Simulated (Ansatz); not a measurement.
This Si₃N₄ structure is the end of a relaxation. The cell was found from a structure generator's guess, not taken from experiment.

Method: DFT PBE, scalar-relativistic, plane waves, PAW in Ansatz 0.2.0. Cutoff 420 eV, Γ-centred mesh, Gaussian smearing, no spin polarisation.

```
Si N
1.0
     0.00000    3.89441    3.89441
     3.89441    0.00000    3.89441
     3.89441    3.89441    0.00000
Si N
6 8
Direct
  0.25000 0.25000 0.25000
  0.00000 0.00000 0.00000
  0.12500 0.62500 0.62500
  0.62500 0.62500 0.12500
  0.62500 0.12500 0.62500
  0.62500 0.62500 0.62500
  0.86755 0.39736 0.86755
  0.38245 0.38245 0.38245
  0.39736 0.86755 0.86755
  0.38245 0.38245 0.85264
  0.38245 0.85264 0.38245
  0.86755 0.86755 0.39736
  0.85264 0.38245 0.38245
  0.86755 0.86755 0.86755
```

The zero of energy is the elements' standard structures at the same level (N₂ as a molecule); no fitted shifts are applied.

Q: Find its symmetry and describe it.

A: Fd-3m (No. 227). Conventional cell: a = 7.789 Å. Si on a site of symmetry -43m is surrounded by 4 N at 1.79 Å; Si on a site of symmetry -3m is surrounded by 6 N at 1.89 Å; N has 4 Si at 1.79–1.89 Å.

Q: How far does it lie from the elements in energy?

A: −0.917 eV/atom. A negative formation energy is needed for stability but isn't enough: competing phases decide.

Q: Is it a metal?

A: No, the gap on the 6×6×6 mesh is 3.34 eV.

The last run used a 6×6×6 mesh for its 14-atom cell and Gaussian smearing of 0.02 eV. Kohn–Sham gaps at this level usually fall short of measured ones. Symmetry constrained the relaxation, so the result can be a saddle point.
